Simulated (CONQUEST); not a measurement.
The system is Ag.

```
CELL_PARAMETERS angstrom
2.88888 0.00000 0.00000
0.00000 2.88888 0.00000
0.00000 0.00000 4.08550
ATOMIC_POSITIONS crystal
Ag 0.00000 0.00000 0.00000
Ag 0.50000 0.50000 0.50000
```

Base run:

```yaml
Program: CONQUEST 1.3
Functional: PBE
Potentials_or_basis: PseudoDojo NC PBE, SZ, grid cutoff 120 Ha
k_mesh: 9 × 9 × 7
Occupations: fermi-dirac, width 0.05 eV
Spin: no spin polarisation
```

Its results: band gap on the k mesh none (metal or under the smearing width); pressure 19.7 GPa.

Q: The run is repeated on the same cell with these changes: potentials or basis from PseudoDojo NC PBE, SZ, grid cutoff 120 Ha to PseudoDojo NC PBE, DZ, grid cutoff 120 Ha. What comes out?

A: Band gap on the k mesh none (metal or under the smearing width); pressure 4.4 GPa.

Caveats: the atomic basis is small; the basis of atomic orbitals isn't converged, which shifts pressures, moduli and gaps; the real-space grid breaks the cell's symmetry a little; the box holds several primitive cells, so bands are folded and the points are those of the box's own zone (some runs); so large a pressure means that the cell lies far from this level's equilibrium, or that cutoff or potentials fall short (some runs).
